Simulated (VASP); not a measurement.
# Input and output of a VASP PBE single-point calculation on AlN (strained rocksalt)

INCAR

```
LWAVE = .FALSE.
LELF = .TRUE.
IBRION = -1
ISMEAR = -1
LREAL = .FALSE.
EDIFF = 1E-7
LCHARG = .TRUE.
GGA = PE
NELM = 120
ENCUT = 520
ISIF = 2
NBANDS = 11
LASPH = .TRUE.
SIGMA = 0.02
NSW = 0
PREC = Accurate
```

KPOINTS

```
KPOINTS created by Atomic Simulation Environment
0
Gamma
10 10 10
0 0 0
```

KPOINTS_OPT

```
special points
7
Reciprocal
0.0000000000 0.0000000000 0.0000000000 1
0.5000000000 0.0000000000 0.5000000000 1
0.6250000000 0.2500000000 0.6250000000 1
0.3750000000 0.3750000000 0.7500000000 1
0.5000000000 0.5000000000 0.5000000000 1
0.5000000000 0.2500000000 0.7500000000 1
0.0000000000 0.5000000000 0.5000000000 1
```

POSCAR

```
Al N
 1.0000000000000000
     0.0000000000000000    2.0592458212000002    2.0592458212000002
     2.0592458212000002    0.0000000000000000    2.0592458212000002
     2.0592458212000002    2.0592458212000002    0.0000000000000000
 Al  N
   1   1
Cartesian
  0.0000000000000000  0.0000000000000000  0.0000000000000000
  2.0592458211999998  2.0592458211999998  2.0592458211999998
```

VASP ran with the recommended PBE PAW datasets (8 valence electrons in the cell).

Command

```
mpirun -np 1 vasp_std
```

OSZICAR

```
N       E                     dE             d eps       ncg     rms          rms(c)
DAV:   1     0.109407767790E+02    0.10941E+02   -0.38993E+03  1074   0.612E+02
DAV:   2    -0.154155698455E+02   -0.26356E+02   -0.25146E+02  1248   0.141E+02
DAV:   3    -0.162263797191E+02   -0.81081E+00   -0.80944E+00  1245   0.225E+01
DAV:   4    -0.162298827188E+02   -0.35030E-02   -0.35029E-02  1157   0.158E+00
DAV:   5    -0.162299144657E+02   -0.31747E-04   -0.31747E-04  1228   0.147E-01    0.740E+00
DAV:   6    -0.145459471488E+02    0.16840E+01   -0.77892E+00  1130   0.144E+01    0.258E+00
DAV:   7    -0.145359800287E+02    0.99671E-02   -0.15150E-01  1133   0.296E+00    0.172E+00
DAV:   8    -0.145296818161E+02    0.62982E-02   -0.16949E-02  1085   0.114E+00    0.329E-01
DAV:   9    -0.145293211300E+02    0.36069E-03   -0.15545E-03  1187   0.230E-01    0.146E-01
DAV:  10    -0.145293844366E+02   -0.63307E-04   -0.13509E-04  1138   0.871E-02    0.363E-02
DAV:  11    -0.145293797891E+02    0.46475E-05   -0.14045E-05  1217   0.208E-02    0.785E-03
DAV:  12    -0.145293794254E+02    0.36374E-06   -0.57810E-07  1124   0.632E-03    0.115E-03
DAV:  13    -0.145293793785E+02    0.46884E-07   -0.71079E-09   592   0.611E-04
   1 F= -.14529379E+02 E0= -.14529379E+02  d E =-.373489E-13
       N       E                     dE             ncg
DAV:   1     0.774579564809E+03   -0.21656E+04      162
DAV:   2     0.613778955371E+03   -0.16080E+03      186
DAV:   3     0.608551921355E+03   -0.52270E+01      192
DAV:   4     0.608538379842E+03   -0.13542E-01      178
DAV:   5     0.608538240389E+03   -0.13945E-03      184
DAV:   6     0.608538238510E+03   -0.18786E-05      175
DAV:   7     0.608538238483E+03   -0.27330E-07      184
```

From OUTCAR

```
k-points           NKPTS =     47   k-points in BZ     NKDIM =     47   number of bands    NBANDS=     11

   NELECT =       8.0000    total number of electrons

   dimension x,y,z NGX =    24 NGY =   24 NGZ =   24
   dimension x,y,z NGXF=    48 NGYF=   48 NGZF=   48

  energy-cutoff  :      520.00
  volume of cell :       17.46
      direct lattice vectors                 reciprocal lattice vectors
     0.000000000  2.059245821  2.059245821    -0.242807340  0.242807340  0.242807340
     2.059245821  0.000000000  2.059245821     0.242807340 -0.242807340  0.242807340
     2.059245821  2.059245821  0.000000000     0.242807340  0.242807340 -0.242807340

 k-points in reciprocal lattice and weights: KPOINTS created by Atomic Simulation Env
   0.00000000  0.00000000  0.00000000       0.001
   0.10000000  0.00000000  0.00000000       0.008
   0.20000000  0.00000000  0.00000000       0.008
   0.30000000  0.00000000  0.00000000       0.008
   0.40000000  0.00000000  0.00000000       0.008
   0.50000000  0.00000000  0.00000000       0.004
   0.10000000  0.10000000  0.00000000       0.006
   0.20000000  0.10000000  0.00000000       0.024
   ...

 E-fermi :   9.7664

 k-point     1 :       0.0000    0.0000    0.0000
  band No.  band energies     occupation
      1      -7.7989      2.00000
      2       9.2624      2.00000
      3       9.2624      2.00000
      4       9.2624      2.00000
      5      14.1651      0.00000
      6      21.2491      0.00000
      7      21.2491      0.00000
      8      21.2491      0.00000
      9      26.2432      0.00000
     10      26.6471      0.00000
     11      26.6471      0.00000

 k-point     2 :       0.1000    0.0000    0.0000
  band No.  band energies     occupation
      1      -7.6048      2.00000
      2       8.2440      2.00000
      3       9.1519      2.00000
      4       9.1519      2.00000
      5      14.8320      0.00000
      6      20.3402      0.00000
      7      21.5167      0.00000
      8      21.5167      0.00000
      9      24.9149      0.00000
     10      24.9149      0.00000
     11      26.7485      0.00000

 k-point     3 :       0.2000    0.0000    0.0000
  band No.  band energies     occupation
      1      -7.0404      2.00000
      2       6.1670      2.00000
      3       8.8831      2.00000
      4       8.8831      2.00000
      5      15.6076      0.00000
      6      19.7003      0.00000
      7      21.5581      0.00000
      8      21.5581      0.00000
      9      24.4220      0.00000
     10      24.4220      0.00000
     11      26.0407      0.00000

 k-point     4 :       0.3000    0.0000    0.0000
  band No.  band energies     occupation
      1      -6.1801      2.00000
      2       3.9446      2.00000
      3       8.5843      2.00000
      4       8.5843      2.00000
      5      15.5122      0.00000
      6      20.4041      0.00000
      7      20.7411      0.00000
      8      20.7411      0.00000
      9      25.2819      0.00000
     10      25.9200      0.00000
     11      25.9200      0.00000

 k-point     5 :       0.4000    0.0000    0.0000
  band No.  band energies     occupation
      1      -5.2362      2.00000
      2       2.0981      2.00000
      3       8.3642      2.00000
      4       8.3642      2.00000
      5      15.1840      0.00000
      6      20.0610      0.00000
      7      20.0610      0.00000
      8      21.3668      0.00000
      9      24.8542      0.00000
     10      28.0587      0.00000
     11      28.0587      0.00000

 k-point     6 :       0.5000    0.0000    0.0000
  band No.  band energies     occupation
      1      -4.7555      2.00000
      2       1.3042      2.00000
      3       8.2845      2.00000
      4       8.2845      2.00000
      5      15.0518      0.00000
      6      19.8199      0.00000
      7      19.8199      0.00000
      8      21.7335      0.00000
      9      24.7817      0.00000
     10      29.3188      0.00000
     11      29.3188      0.00000

 k-point     7 :       0.1000    0.1000    0.0000
  band No.  band energies     occupation
      1      -7.5404      2.00000
      2       8.3080      2.00000
      3       8.9179      2.00000
      4       8.9179      2.00000
      5      15.0962      0.00000
      6      19.7658      0.00000
      7      21.7823      0.00000
      8      21.7823      0.00000
      9      23.1700      0.00000
     10      26.9574      0.00000
     11      27.8030      0.00000

 k-point     8 :       0.2000    0.1000    0.0000
  band No.  band energies     occupation
      1      -7.1004      2.00000
      2       6.7672      2.00000
      3       8.5687      2.00000
      4       8.6935      2.00000
      5      15.9616      0.00000
      6      18.9080      0.00000
      7      21.1927      0.00000
      8      22.1577      0.00000
      9      22.8937      0.00000
     10      26.2182      0.00000
     11      27.5731      0.00000

 k-point     9 :       0.3000    0.1000    0.0000
  band No.  band energies     occupation
      1      -6.3370      2.00000
      2       4.6981      2.00000
      3       8.2541      2.00000
      4       8.3186      2.00000
      5      16.1816      0.00000
      6      19.3725      0.00000
      7      19.9074      0.00000
      8      21.6968      0.00000
      9      24.2562      0.00000
     10      26.9902      0.00000
     11      27.0169      0.00000

 k-point    10 :       0.4000    0.1000    0.0000
  band No.  band energies     occupation
      1      -5.4017      2.00000
      2       2.7649      2.00000
      3       7.8946      2.00000
      4       8.0769      2.00000
      5      15.9009      0.00000
      6      19.0748      0.00000
      7      20.7368      0.00000
      8      20.8877      0.00000
      9      25.5190      0.00000
     10      27.0586      0.00000
     11      28.7351      0.00000

 k-point    11 :       0.5000    0.1000    0.0000
  band No.  band energies     occupation
      1      -4.7052      2.00000
      2       1.5821      2.00000
      3       7.5735      2.00000
      4       8.0822      2.00000
      5      15.7491      0.00000
      6      18.7804      0.00000
      7      20.3314      0.00000
      8      21.6616      0.00000
      9      25.9085      0.00000
     10      28.1766      0.00000
     11      29.5720      0.00000

 k-point    12 :      -0.4000    0.1000    0.0000
  band No.  band energies     occupation
      1      -4.8695      2.00000
      2       1.8486      2.00000
      3       7.4424      2.00000
      4       8.2655      2.00000
      5      15.8325      0.00000
      6      19.0096      0.00000
      7      20.2057      0.00000
      8      21.4949      0.00000
      9      26.1475      0.00000
     10      27.9040      0.00000
     11      28.7815      0.00000

 k-point    13 :      -0.3000    0.1000    0.0000
  band No.  band energies     occupation
      1      -5.7164      2.00000
      2       3.3677      2.00000
      3       7.5441      2.00000
      4       8.5765      2.00000
      5      16.1120      0.00000
      6      19.7197      0.00000
      7      20.4167      0.00000
      8      20.5719      0.00000
      9      25.4782      0.00000
     10      26.5478      0.00000
     11      27.9106      0.00000

 k-point    14 :      -0.2000    0.1000    0.0000
  band No.  band energies     occupation
      1      -6.6220      2.00000
      2       5.3805      2.00000
      3       7.8938      2.00000
      4       8.9171      2.00000
      5      16.2843      0.00000
      6      19.3200      0.00000
      7      20.7690      0.00000
      8      21.4425      0.00000
      9      23.4414      0.00000
     10      26.3024      0.00000
     11      27.2397      0.00000

 k-point    15 :      -0.1000    0.1000    0.0000
  band No.  band energies     occupation
      1      -7.2872      2.00000
      2       7.2241      2.00000
      3       8.5081      2.00000
      4       9.1493      2.00000
      5      15.6132      0.00000
      6      19.4984      0.00000
      7      21.6140      0.00000
      8      21.9416      0.00000
      9      23.0292      0.00000
     10      25.2846      0.00000
     11      27.5229      0.00000

 k-point    16 :       0.2000    0.2000    0.0000
  band No.  band energies     occupation
      1      -6.7946      2.00000
      2       6.4857      2.00000
      3       8.1406      2.00000
      4       8.1406      2.00000
      5      16.4662      0.00000
      6      17.6452      0.00000
      7      20.2453      0.00000
      8      22.9816      0.00000
      9      22.9816      0.00000
     10      27.8680      0.00000
     11      29.6260      0.00000

 ...

  Total       -0.9245230     -0.9245230     -0.9245230     -0.0000000      0.0000000     -0.0000000
  in kB      -84.8152046    -84.8152046    -84.8152046     -0.0000000      0.0000000     -0.0000000
  external PRESSURE =     -84.8152046 kB  Pullay stress =       0.0000000 kB

 POSITION                                       TOTAL-FORCE (eV/Angst)
 -----------------------------------------------------------------------------------
      0.00000      0.00000      0.00000         0.000000     -0.000000      0.000000
      2.05925      2.05925      2.05925        -0.000000      0.000000     -0.000000
 -----------------------------------------------------------------------------------
    total drift:                               -0.000000     -0.000000      0.000000

  FREE ENERGIE OF THE ION-ELECTRON SYSTEM (eV)
  ---------------------------------------------------
  free  energy   TOTEN  =       -14.5293793785 eV

  energy  without entropy=      -14.5293793785  energy(sigma->0) =      -14.52937938
```

```json
{
  "gap between bands v and c": "4.09 eV",
  "least direct gap": "4.90 eV",
  "pressure": "-8.5 GPa"
}
```

Band v is the last that the valence electrons fill when counted band by band, and c is the next.

The run took about 5.7 s on one core of a shared host (Intel Xeon Platinum 8488C) and held 0.13 GiB at most.
